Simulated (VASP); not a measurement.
MoSe2:

```
Mo Se
1.0
     3.28800    0.00000    0.00000
    -1.64400    2.84749    0.00000
     0.00000    0.00000   12.90000
Mo Se
2 4
Direct
  0.66667 0.33333 0.75000
  0.33333 0.66667 0.25000
  0.66667 0.33333 0.37500
  0.33333 0.66667 0.87500
  0.66667 0.33333 0.12500
  0.33333 0.66667 0.62500
```

```yaml
Program: VASP 6.6.1
Task: relaxation of cell and atoms
Functional: BLYP
Dispersion: D4
Potentials_or_basis: VASP PAW PBE potentials, release 64 (Mo_sv, Se)
Cutoff: 600 eV
k_mesh: 9 × 9 × 2
Occupations: fermi-dirac, width 0.05 eV
Spin: no spin polarisation
```

At the start: pressure 8.6 GPa; volume 20.13 Å³/atom.

Question: How do energy, volume and symmetry change on relaxing?

Answer: Over 13 steps the energy falls by 61.3 meV/atom and the volume is 20.42 Å³/atom (+1.5 %); space group P6_3/mmc (No. 194, to 0.05 Å).

The path:
```csv
step,energy change (eV),largest force (eV/Å),pressure (GPa),volume (Å³)
1,0.0000,1.5565,8.64,120.78
2,0.4887,1.7869,-12.26,140.75
3,-0.3231,0.0102,-1.40,127.81
4,-0.3262,0.1681,0.36,127.03
5,-0.3264,0.1192,-0.42,127.25
6,-0.3351,0.1217,-0.81,126.87
7,-0.3461,0.1363,-0.94,126.11
8,-0.3417,0.1610,-0.99,124.54
9,-0.3486,0.1527,-0.94,125.56
10,-0.3546,0.1576,-0.61,124.80
11,-0.3640,0.1751,0.59,122.54
12,-0.3678,0.0307,0.13,122.53
13,-0.3679,0.0080,0.07,122.53
```

Final structure:
```cif
data_structure
_symmetry_space_group_name_H-M 'P 1'
_symmetry_Int_Tables_number 1
_cell_length_a 3.3386
_cell_length_b 3.3386
_cell_length_c 12.6938
_cell_angle_alpha 90.000
_cell_angle_beta 90.000
_cell_angle_gamma 120.000
_cell_volume 122.53
loop_
_atom_site_label
_atom_site_type_symbol
_atom_site_fract_x
_atom_site_fract_y
_atom_site_fract_z
_atom_site_occupancy
Mo1 Mo 0.66667 0.33333 0.75000 1
Mo2 Mo 0.33333 0.66667 0.25000 1
Se1 Se 0.66667 0.33333 0.38198 1
Se2 Se 0.33333 0.66667 0.88198 1
Se3 Se 0.66667 0.33333 0.11802 1
Se4 Se 0.33333 0.66667 0.61802 1
```

Caveat: the PAW data sets were made with another functional, which shifts forces and pressure a little.
